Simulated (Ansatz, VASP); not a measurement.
## Be2H3: VASP beside Ansatz

```xyz
5
Lattice="3.0956 0.0000 0.0000 0.0000 3.0956 0.0000 0.0000 0.0000 3.7549" Properties=species:S:1:pos:R:3 pbc="T T T"
Be    1.5478    1.5478    0.0000
Be    0.0000    0.0000    0.0000
H     1.5478    1.5478    1.8774
H     0.0000    0.0000    2.2625
H     0.0000    0.0000    1.4924
```

Alike in both runs: functional PBE; k mesh 6 × 6 × 4; occupations gaussian, width 0.1 eV; no spin polarisation.

Ansatz relaxed the structure, and its values are those at the end. VASP's run is a single point on that final structure, the one shown.

|  | VASP | Ansatz |
| --- | --- | --- |
| version | VASP 6.6.1 | Ansatz 0.2.0 |
| potentials or method | VASP PAW PBE potentials, release 64 (Be, H) | scalar-relativistic, plane waves, PAW |
| plane-wave cutoff (eV) | 520 | 420 |
| valence electrons in the cell | 7 | 7 |

```tsv
	VASP	Ansatz	Ansatz less VASP
gap on the k mesh at the Fermi level (eV)	none	none	-
pressure (GPa)	0.1	0.2	+0.13
rms of the force components (eV/Å)	0.008	0.007	-0.0007
```

A gap of «none» marks a metal or a gap that the smearing closes. With one functional, cell and mesh, what is left measures potentials, basis and numerics.

Caveats: the k mesh is coarse (spacing up to 0.42 Å⁻¹), so the values aren't converged.
